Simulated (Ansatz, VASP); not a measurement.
**SiC in VASP and in Ansatz**

INCAR

```
PREC = Accurate ; ENCUT = 520
EDIFF = 1E-6 ; ISMEAR = 0
SIGMA = 0.02 ; LREAL = F
LASPH = T ; NELM = 60
ALGO = Normal ; ISIF = 2
LWAVE = F ; LCHARG = F
GGA = PE ; NBANDS = 11
```

The input KPOINTS:

```
Automatic mesh
0
Gamma
  10 10 10
```

POSCAR

```
SiC
1.0
    0.0000000000      2.2605567680      2.2605567680
    2.2605567680      0.0000000000      2.2605567680
    2.2605567680      2.2605567680      0.0000000000
Si C
1 1
Direct
    0.0000000000      0.0000000000      0.0000000000
    0.2500000000      0.2500000000      0.2500000000
```

Input for Ansatz:

```yaml
crystal:
  lattice:
    - [0.0, 2.2605567678, 2.2605567678]
    - [2.2605567678, 0.0, 2.2605567678]
    - [2.2605567678, 2.2605567678, 0.0]
  atoms:
    - { symbol: Si, position: [0.0, 0.0, 0.0] }
    - { symbol: C, position: [0.25, 0.25, 0.25] }
basis:
  ecutwfc: 420
kpoints:
  mp_grid: { grid: [10, 10, 10] }
hamiltonian:
  xc: pbe
scf:
  occupations: { method: gaussian, width: 0.02 }
output:
  forces: true
  stress: true
  eigenvalues: true
```

Alike in both runs: task single point; functional PBE; k mesh 10 × 10 × 10; occupations gaussian, width 0.02 eV; no spin polarisation.

```csv
,VASP,Ansatz
version,VASP 6.6.1,Ansatz 0.2.0
potentials or method,"VASP PAW PBE potentials, release 64 (Si, C)","scalar-relativistic, plane waves, PAW"
plane-wave cutoff (eV),520,420
valence electrons in the cell,8,8
```

|  | VASP | Ansatz | Ansatz less VASP |
| --- | --- | --- | --- |
| gap on the k mesh at the Fermi level (eV) | 1.45 | 1.45 | +0.002 |
| least direct gap on the mesh (eV) | 4.42 | 4.42 | +0.002 |
| pressure (GPa) | -16.8 | -16.8 | +0.02 |

Caveats: so large a pressure means that the cell lies far from this level's equilibrium, or that cutoff or potentials fall short (VASP). A k mesh can miss the band edges.
